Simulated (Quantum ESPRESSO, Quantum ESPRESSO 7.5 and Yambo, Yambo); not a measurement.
# As (buckled honeycomb monolayer): Bethe-Salpeter spectra with Yambo

Aim: follow the lowest exciton of As (buckled honeycomb monolayer) as the mesh is refined.

Main program and level: Quantum ESPRESSO 7.5 and Yambo 5.3.0; PBE and many-body steps on it, plane waves.

## (1) The structure

The cell holds 2 atoms: 2 As. Its edges and angles: a = 3.611 Å, b = 3.611 Å, c = 14.000 Å, α = 90.0°, β = 90.0°, γ = 120.0°. Vacuum lies along c.

The structure was relaxed with PBE. The runs that relaxed it are not among those shown.

## (2) Empty states on the mesh, 6×6×1 mesh, 97 bands

This step: Quantum ESPRESSO 7.5; DFT, PBE, plane waves, norm-conserving pseudopotentials.

The sums over transitions need many empty states on a uniform mesh; this step solves for them.

pw.in reads:

```
&control
  calculation = 'nscf'
  prefix = 'x'
  outdir = 'o'
  pseudo_dir = 'pseudo'
/
&system
  ibrav = 0
  nat = 2
  ntyp = 1
  ecutwfc = 100.0
  nbnd = 97
  force_symmorphic = .true.
/
&electrons
  conv_thr = 1e-9
  electron_maxstep = 80
  diago_full_acc = .true.
  diago_thr_init = 5e-6
/
ATOMIC_SPECIES
  As 74.922 As.upf
CELL_PARAMETERS angstrom
  3.6112698398 0.0000000000 0.0000000000
  -1.8056349199 3.1274514212 0.0000000000
  0.0000000000 0.0000000000 14.0000000000
ATOMIC_POSITIONS crystal
  As 0.3333333333 0.6666666667 0.4503483138
  As 0.6666666667 0.3333333333 0.5496516862
K_POINTS automatic
  6 6 1 0 0 0
```

The run is started by

```bash
$ OMP_NUM_THREADS=1 mpirun -n 4 pw.x -nk 4 -in pw.in > pw.out
```

The log of the run:

```text
Program PWSCF v.7.5 starts

     This program is part of the open-source Quantum ESPRESSO suite
     for quantum simulation of materials; please cite
         "P. Giannozzi et al., J. Phys.:Condens. Matter 21 395502 (2009);
         "P. Giannozzi et al., J. Phys.:Condens. Matter 29 465901 (2017);
         "P. Giannozzi et al., J. Chem. Phys. 152 154105 (2020);
     in publications or presentations arising from this work. More details at

     Atomic positions and unit cell read from directory:
     o/x.save/

     Message from routine setup:
[...]
-185.6155-185.6151-129.0137-129.0132-129.0117-129.0111-128.9551-128.9540
[...]
29.6868  29.9012  29.9846  30.4616  30.6567  31.1708  31.3293  31.6336
    32.3108  33.1659  33.2826  33.4428  33.5312  33.6466  33.8154  33.8323
    34.3604

          k = 0.0000-0.5774 0.0000 ( 18060 PWs)   bands (ev):

     [... further k-points ...]

     highest occupied, lowest unoccupied level (ev):    -0.9090    0.7366

     XML data file, pseudopotentials, collected wavefunctions

=------------------------------------------------------------------------------=
   JOB DONE.
=------------------------------------------------------------------------------=
```

Run time: 24 s. Hardware: 4 MPI ranks of Arm Neoverse V2, shared host; peak memory 0.94 GiB; 94 s of CPU time.

This step gave:

| Quantity | Value |
| --- | --- |
| gap | 1.646 eV |
| k of the valence top | 0, 0, 0 |
| k of the conduction bottom | 0, 0.3333, 0 |
| least direct gap | 1.948 eV |
| k points computed | 7 |
| lowest point of the top converged band, above the valence top | 34.81 eV |

On this mesh the gap is 1.646 eV.

The density comes from a self-consistent run that is not shown.

## (3) Conversion and set-up

This step: Yambo 5.3.0; conversion and set-up on PBE, plane waves, norm-conserving pseudopotentials.

The states are converted to the many-body program's format and the q mesh is built.

The run is started by

```bash
$ (cd o/x.save; p2y > p2y.log; mv SAVE ../..); yambo > setup.log
```

The log of the run:

```text
 Yambo, version 5.3.0

 [02] CORE Variables Setup
 =========================

  [02.01] Unit cells
  ==================

  Cell kind             :  HCP
  Atoms in the cell     :  As
  number of As atoms    :  2

  List of atomic masses
  Mass of As    :  74.92200

  List of atomic coordinates    : [cc]
  As1       : -0.34122E-09   3.9400       11.914      order 1
  As2       :   3.41216   1.97001  14.54168  order 2

  Alat factors          :   6.82431   5.91003  26.45617 [a.u.]
  Direct lattice volume :   1067.03    [a.u.]
  Direct lattice vectors:  A[ 1 ]  A[ 2 ]  A[ 3 ]
[...]
BZ  Q-points                                      :   36

 K/Q-points units:
 rlu = crystal or reduced units; cc = cartesian coordinates; iku = interal k-units

 Q [1]          [rlu]:  0.000000  0.000000  0.000000
 Q [2]          [rlu]: -0.22044E-17  0.16667       0.0000
 Q [3]          [rlu]: -0.44089E-17  0.33333       0.0000
 Q [4]          [rlu]:  0.66133E-17 -0.50000       0.0000
 Q [5]          [rlu]:  0.166667  0.166667  0.000000
 Q [6]          [rlu]:  0.166667  0.333333  0.000000
 Q [7]          [rlu]:  0.333333  0.333333  0.000000

  [03.01] X indexes
  =================

   [03.01.01] Sigma indexes
   ========================

 [06] Game Over & Game summary
```

It took 2.1 s on 1 MPI rank; peak memory 0.26 GiB.

## (4) Screening and self-energy, 6×6×1 mesh, 97 bands, screening to 108.8 eV

G0W0 replaces the xc potential by the self-energy, built once from these orbitals. Only a window of levels is corrected, while the sums run over the empty bands that the input names.

This step: G0W0 on PBE, plane waves, norm-conserving pseudopotentials.

gw1.in reads:

```
HF_and_locXC
gw0
dyson
ppa
em1d
rim_cut
rim_w
RandQpts= 3000000
RandGvec= 100 RL
CUTGeo= "slab z"
RandGvecW= 9 RL
EXXRLvcs= 100 Ry
VXCRLvcs= 400 Ry
Chimod= "HARTREE"
% BndsRnXp
 1 | 97 |
%
NGsBlkXp= 8 Ry
% LongDrXp
 1 | 1 | 0 |
%
% GbndRnge
 1 | 97 |
%
DysSolver= "n"
ExtendOut
PPAPntXp= 27.21138 eV
% QPkrange
 1 | 7 | 21 | 26 |
%
```

The run is started by

```bash
$ OMP_NUM_THREADS=1 mpirun -n 4 yambo -F gw1.in -J gw1 -C gw1 > gw1.log
```

The log of the run:

```text
 Yambo, version 5.3.0

 [02] CORE Variables Setup
 =========================

  [... cell, symmetries and grids as in the set-up ...]

  [02.05] Energies & Occupations
  ==============================

  [X] === General ===
  [X] Electronic Temperature                        :  0.000000  0.000000 [eV K]
  [X] Bosonic    Temperature                        :  0.000000  0.000000 [eV K]
  [X] Finite Temperature mode                       : no
  [X] El. density                                   :  0.29092E+24 [cm-3]
[...]
Sc bands terminator                              : no
  Sx RL components                                 :  18025

  QP @ state[ 1 ] K range                          :   1   7
  QP @ state[ 1 ] b range                          :  21  26
  GF energies kind                                 : Perdew, Burke & Ernzerhof(X)+Perdew, Burke & Ernzerhof(C)
  GF WF`s kind                                     : Perdew, Burke & Ernzerhof(X)+Perdew, Burke & Ernzerhof(C)
  Xs energies kind                                 : Perdew, Burke & Ernzerhof(X)+Perdew, Burke & Ernzerhof(C)
  Xs WF`s kind                                     : Perdew, Burke & Ernzerhof(X)+Perdew, Burke & Ernzerhof(C)

 [14] Game Over & Game summary
```

The job ended after 7.3 min (4 MPI ranks; peak memory 4.2 GiB; 29 min of CPU time).

This step gave:

| Quantity | Value |
| --- | --- |
| G0W0 gap on the mesh | 2.549 eV |
| starting gap on the mesh | 1.646 eV |
| k of the valence top | 0, 0, 0 |
| k of the conduction bottom | 0, 0.3333, 0 |
| least direct G0W0 gap on the computed points | 3.037 eV |

The gap on the mesh goes from 1.65 eV to 2.55 eV, a correction of +0.90 eV.

The gap opens by 0.904 eV; the next steps shift the empty bands rigidly by 1.089 eV, the correction at the start's least direct gap.

## (5) Excitons

Optical absorption needs the electron-hole interaction, solved here in a basis of vertical transitions on the mesh.

This step: Bethe-Salpeter equation on PBE with a scissors shift, plane waves, norm-conserving pseudopotentials.

bse2.in reads:

```
optics
bss
bse
em1s
dipoles
rim_cut
rim_w
RandQpts= 3000000
RandGvec= 100 RL
CUTGeo= "slab z"
RandGvecW= 9 RL
Chimod= "HARTREE"
BSKmod= "SEX"
BSEmod= "resonant"
BSSmod= "d"
BSENGexx= 30 Ry
BSENGBlk= 6 Ry
% BSEQptR
 1 | 1 |
%
% BSEBands
 21 | 29 |
%
% BEnRange
 0 | 8 | eV
%
% BDmRange
 0.1 | 0.1 | eV
%
BEnSteps= 161
% BLongDir
 1 | 0 | 0 |
%
% BndsRnXs
 1 | 57 |
%
NGsBlkXs= 6 Ry
% LongDrXs
 1 | 1 | 0 |
%
% KfnQP_E
 1.089 | 1.0 | 1.0 |
%
WRbsWF
```

The run is started by

```bash
$ OMP_NUM_THREADS=1 mpirun -n 4 yambo -F bse2.in -J bse2 -C bse2 > bse2.log
```

The log of the run:

```text
 Yambo, version 5.3.0

 [02] CORE Variables Setup
 =========================

  [... cell, symmetries and grids as in the set-up ...]

  [02.05] Energies & Occupations
  ==============================

  [X] === General ===
  [X] Electronic Temperature                        :  0.000000  0.000000 [eV K]
  [X] Bosonic    Temperature                        :  0.000000  0.000000 [eV K]
  [X] Finite Temperature mode                       : no
  [X] El. density                                   :  0.29092E+24 [cm-3]
  [X] Fermi Level                                   : -0.908984 [eV]

  [X] === Gaps and Widths ===
  [X] Conduction Band Min                           :  1.645614 [eV]
  [X] Valence Band Max                              :  0.000000 [eV]
  [X] Filled Bands                                  :  23
  [X] Empty Bands                                   :   24   97
  [X] Direct Gap                                    :  1.948162 [eV]
  [X] Direct Gap localized at k                     :  1
  [X] Indirect Gap                                  :  1.645614 [eV]
  [X] Indirect Gap between kpts                     :  1  3
  [X] Last valence band width                       :  1.964014 [eV]
  [X] 1st conduction band width                     :  1.151044 [eV]

 [03] Transferred momenta grid and indexing
 ==========================================

 [BZ sampling] Q-grid is User defined and/or read from the database

 IBZ Q-points                                      :   7
 BZ  Q-points                                      :   36

 K/Q-points units:
 rlu = crystal or reduced units; cc = cartesian coordinates; iku = interal k-units

 Q [1]          [rlu]:  0.000000  0.000000  0.000000
 Q [2]          [rlu]: -0.22044E-17  0.16667       0.0000
 Q [3]          [rlu]: -0.44089E-17  0.33333       0.0000
 Q [4]          [rlu]:  0.66133E-17 -0.50000       0.0000
 Q [5]          [rlu]:  0.166667  0.166667  0.000000
 Q [6]          [rlu]:  0.166667  0.333333  0.000000
 Q [7]          [rlu]:  0.333333  0.333333  0.000000

  [03.01] X + BSE indexes
  =======================

   [03.01.01] Sigma indexes
   ========================

 [04] Coloumb potential Random Integration (RIM)
 ===============================================

 Performing RIM of v_slab

  [04.01] RIM initialization
  ==========================

  * Diagonal components only detected *

  8 x (sBL volume)        :  0.051660 [a.u.]
  sBZ random points       :  3000000
  Points outside the sBZ  :  24001124
  RL volume               :  0.232469 [a.u.]
  Integrated volume       :  0.232458 [a.u.]

  [04.02] RIM integrals
  =====================

  Gamma point sphere radius             :  0.041605 [a.u.]
  Points outside the sphere             :  2398760
  [Int_sBZ(q=0) 1/q^2]*(Vol_sBZ)^(-1/3) =:  7.487854
                                 should be <:  7.795600

  Summary of Coulomb integrals for non-metallic bands |Q|[au] RIM/Bare

  Q [1] 0.100000E-4 0.960523 * Q [2] 0.177190 0.997424
  Q [5] 0.306902 1.024725 * Q [3] 0.354380 1.023555
  Q [6] 0.468801 1.017765 * Q [4] 0.531570 1.014447
  Q [7] 0.613804 1.011452
  Non-periodic chartesian directions : none
  Optical renormalization            :  26.45617 [au]
  Polarizability dimension           : length

 [05] Coloumb potential CutOffslab
 =================================

 Cut directionsZ
 Slab Cutoff:Z
 Symmetry test passed : yes

 [06] External/Internal QP corrections
 =====================================

 [QP_apply] Action to be applied: USER defined scissor

  [06.01]  QP corrections report
  ==============================

  [K+QP] === General ===
  [K+QP] Electronic Temperature                     :  0.000000  0.000000 [eV K]
  [K+QP] Bosonic    Temperature                     :  0.000000  0.000000 [eV K]
  [K+QP] Finite Temperature mode                    : no
  [K+QP] El. density                                :  0.29092E+24 [cm-3]
  [K+QP] Fermi Level                                :  0.000000 [eV]

  [K+QP] === Gaps and Widths ===
[...]
[WARNING] [r,Vnl^pseudo] included in position and velocity dipoles.

  [WARNING] In case H contains other non local terms, these are neglected

 [08] Static Dielectric Matrix
 =============================

 [WR./bse2//ndb.em1s]------------------------------------------------------------
  Brillouin Zone Q/K grids (IBZ/BZ)                :    7   36    7   36
  RL vectors                                       :  21365 [WF]
  Coulomb cutoff potential                         : slab z
  Electronic Temperature                           :  0.000000 [K]
  Bosonic    Temperature                           :  0.000000 [K]
  Static diel. fun.  energies                      : Perdew, Burke & Ernzerhof(X)+Perdew, Burke & Ernzerhof(C)
  wavefunctions                                    : Perdew, Burke & Ernzerhof(X)+Perdew, Burke & Ernzerhof(C)
  Global Gauge                                     : length
  X matrix size                                    :  291
  X band range                                     :    1   57
  X e/h energy range                               : -1.000000 -1.000000 [eV]
  X Time ordering                                  : T
  X Hxc Kernel                                     : HARTREE
  X Drude frequency                                :  0.000000  0.000000
  X poles                                          :  100.0000 [o/o]
  RL vectors in the sum                            :  21365
  [r,Vnl] included                                 : yes
  Field direction                                  :  0.707107E-5  0.707107E-5   0.00000
  BZ energy Double Grid                            : no
  BZ energy DbGd points                            : 0
  BZ Q point size factor                           : -1.000000
  X Optical Averaged directions                    : none

 [09] Bethe Salpeter Equation driver
 ===================================

 [WARNING] Coulomb cutoff at q=0. Default/Suggested Lkind= bar

  [09.01] Bethe Salpeter Equation @q1
  ===================================

   [09.01.01] Transition pre-analysis @q1
   ======================================

   [09.01.02] Transition Groups build-up @q1
   =========================================

   [BSK] Transition groups (total):  14
   [BSK] Size (resonant):   648
   [BSK]         (total):   648
   [BSK] N. of matrices :  1

   [09.01.03] Loading Dipoles @q1
   ==============================

   [09.01.04] Independent Particles properties @q1
   ===============================================

   Optical renormalization       :  26.45617 [a.u.]
   Polarizability dimension      : length

   ==========================================================

   [BSE] Exchange components :  2933
   [BSE] Correlation components :   291  1337

    [09.01.05.01] RIM-W interpolation
    =================================

    [WARNING] RIM-W works only for 2D semiconductors with slab cutoff
    Found compatible q grid: 2D
    q_min[ 1 ]:  0.16667      0.67361E-12   0.0000     [rlu]
     0.166667  0.083333  0.000000 [iku]
    q_min[ 2 ]:  0.22044E-17  0.16667       0.0000     [rlu]
     0.22044E-17  0.16667       0.0000     [iku]
    G-vectors :   9
    G-vectors loaded:   63
    Number of interpolated frequencies:  1

    Evaluating coefficients q = 0

    [09.01.05.02] RIM-W integrals
    =============================

    8 x (sBL volume)        :  0.051660 [a.u.]
    sBZ random points       :  3000000
    Points outside the sBZ  :  24001124
    RL volume               :  0.232469 [a.u.]
    Integrated volume       :  0.232458 [a.u.]

    [09.01.05.03] RIM integrals
    ===========================

    Comparison between head Wc = W - v averages: < Wc > [au] RIM-W/RIM

     < -Wc [Q = 1] > 0.363429E-1 0.480662E-4 * < -Wc [Q = 2] > 0.005322 0.005133
     < -Wc [Q = 3] > 0.974024E-3 0.952867E-3 * < -Wc [Q = 4] > 0.324305E-3 0.320549E-3
     < -Wc [Q = 5] > 0.001430 0.001396 * < -Wc [Q = 6] > 0.467777E-3 0.462862E-3
     < -Wc [Q = 7] > 0.216504E-3 0.215149E-3

    Comparison between head Wc = W - v averages: < Wc > [au] RIM-W/RIM

     < -Wc [G = 1,G`=0] > 0.363429E-1 0.480662E-4 * < -Wc [G = 2,G`=0] >-0.002018 0.000000
     < -Wc [G = 3,G`=0] >-0.002018 0.000000 * < -Wc [G = 4,G`=0] > 0.701210E-4  0.00000
     < -Wc [G = 5,G`=0] > 0.701004E-4  0.00000 * < -Wc [G = 6,G`=0] > 0.499299E-4  0.00000
     < -Wc [G = 7,G`=0] > 0.499556E-4  0.00000 * < -Wc [G = 8,G`=0] >-0.163373E-4  0.00000
     < -Wc [G = 9,G`=0] >-0.163397E-4  0.00000

    [09.01.05.04] Screened interaction header I/O
    =============================================

    [09.01.05.05] Main kernel loop
    ==============================

    [09.01.05.06] Wave-Function Phases
    ==================================

    [BSE] WF phases found       :  76.45503 [o/o]

   [09.01.06] BSE solver(s) @q1
   ============================

   [09.01.07] Diago Solver @q1
   ===========================

 [12] Game Over & Game summary
```

The job ended after 77 s (4 MPI ranks; peak memory 2.2 GiB).

Numbers from this step:

* transitions in the window: 648
* direct gap of the transition levels: 3.037 eV
* lowest state: 2.088 eV
* first strong exciton (over a fiftieth of the strongest listed): 2.088 eV
* binding of the lowest state below the direct gap: 0.9492 eV

The lowest state lies at 2.088 eV, 0.949 eV under the direct gap.

Lines within 3 meV are set at the lowest of them, and the highest group, which the list may cut short, is left out. Lines of the exciton spectrum (strongest = 100):

```
position (eV)  lines merged  strength, relative
        2.088             2                  65
        2.494             2                  19
        2.547             2                 0.0
        2.557             1                 0.0
        2.585             1                 0.0
        2.648             1                 0.0
        2.779             2                 4.7
        2.808             1                 0.1
        2.849             2                 0.1
        2.882             1                 0.0
        2.956             1                 0.0
        3.018             2                 100
        3.071             2                 0.0
        3.087             1                 0.0
```

The Im polarisability of the sheet has structure finer than the step of the table below, so its rows give means over 0.25 eV, whole bins alone (the curve runs from 0 to 8 eV). Peaks (eV: height): BSE 2.100: 40.1, 3.000: 61.4, 3.950: 26.1; no electron-hole interaction 3.050: 27.5, 4.000: 43.4, 4.250: 42, 4.950: 34.5, 6.500: 10.4.

Sheet polarisability (bohr); field along x; broadening 0.1 eV; transition window only. Limits: finite bands, cutoff and mesh; no spin-orbit coupling; exciton not shown settled in the k mesh. The Im polarisability of the sheet by photon energy; means over each step:

```
photon energy (eV)    BSE  no electron-hole interaction
              0.25  0.278                         0.123
              0.50  0.350                         0.142
              0.75  0.456                         0.166
              1.00  0.630                         0.197
              1.25  0.949                         0.239
              1.50   1.68                         0.297
              1.75   4.40                         0.384
              2.00   23.9                         0.524
              2.25   17.6                         0.786
              2.50   13.5                          1.42
              2.75   14.6                          4.15
              3.00   45.5                          19.2
              3.25   24.6                          8.72
              3.50   12.2                          7.84
              3.75   13.0                          11.4
              4.00   21.1                          33.7
              4.25   6.08                          33.7
              4.50   3.64                          14.3
              4.75   5.48                          13.1
              5.00   4.45                          27.2
              5.25   3.41                          8.25
              5.50   7.44                          5.66
              5.75   4.35                          7.97
              6.00   2.22                          4.73
              6.25   3.24                          5.26
              6.50   2.33                          9.02
              6.75   1.13                          4.51
              7.00   1.24                          3.16
              7.25   1.34                          5.20
              7.50   1.49                          3.60
              7.75   1.43                          2.01
```

[end of part 1 of 4]

[Paths, hosts, dates, memory and timing lines, banners, echoed tables and standing remarks are left out of the program output.]

[Logs are printed without paths, hosts, clocks, repeated set-up lines and the standing remarks that a program may print on its own settings, such as how far it seeks lower states.]

[Runs of the session that timed out or met a known fault of the program may be left out.]

[Hosts, paths, dates, database ids (printed as entryN), source tags and the programs' standing remarks are cut or masked in the printed files.]
